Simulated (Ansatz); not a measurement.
Strain response of MgTe

Computed with DFT PBE, scalar-relativistic, plane waves, PAW (Ansatz 0.2.0). Run with 420 eV cutoff, 6×6×4 k-mesh, Gaussian smearing of 0.02 eV, no spin polarisation.

Starting point, cell and atoms relaxed:

```
CELL_PARAMETERS angstrom
4.61017 0.00000 0.00000
-2.30508 3.99252 0.00000
0.00000 0.00000 7.49625
ATOMIC_POSITIONS crystal
Mg 0.33333 0.66667 0.99671
Mg 0.66667 0.33333 0.49671
Te 0.33333 0.66667 0.37329
Te 0.66667 0.33333 0.87329
```

Deformation: uniaxial strain along c, with the lengths of a and b and the atoms relaxed and the angles held, all within the symmetry that the strain leaves. Energies are extrapolated to zero smearing. Stress is positive in compression, on the Cartesian axes of the cell above. Gaps are Kohn–Sham gaps over the whole zone.

Spin-orbit coupling is left out, which matters for the bands and energies of heavy elements.

```csv
strain (%),ΔE (meV/atom),a (Å),b (Å),c (Å),σxx (GPa),σyy (GPa),σzz (GPa),gap (eV)
-6.0,15.4,4.696,4.696,7.046,0.00,0.00,2.14,2.15
-4.0,?,?,?,7.196,?,?,?,?
-2.0,1.8,4.637,4.637,7.346,0.00,0.00,0.80,2.31
+0.0,0.0,4.610,4.610,7.496,-0.01,-0.01,0.01,2.37
+2.0,1.8,4.584,4.584,7.646,0.00,0.00,-0.86,2.27
+4.0,7.3,4.559,4.559,7.796,0.00,0.00,-1.75,2.15
+6.0,?,?,?,7.946,?,?,?,?
```

Q: Fill in the row at -4.0 %.

A: ΔE 7.0 meV/atom; a 4.666 Å; b 4.666 Å; σxx 0.00 GPa; σyy 0.00 GPa; σzz 1.55 GPa; gap 2.24 eV.

Q: Fill in the row at +6.0 %.

A: ΔE 16.5 meV/atom; a 4.537 Å; b 4.537 Å; σxx 0.00 GPa; σyy 0.00 GPa; σzz -2.66 GPa; gap 2.01 eV.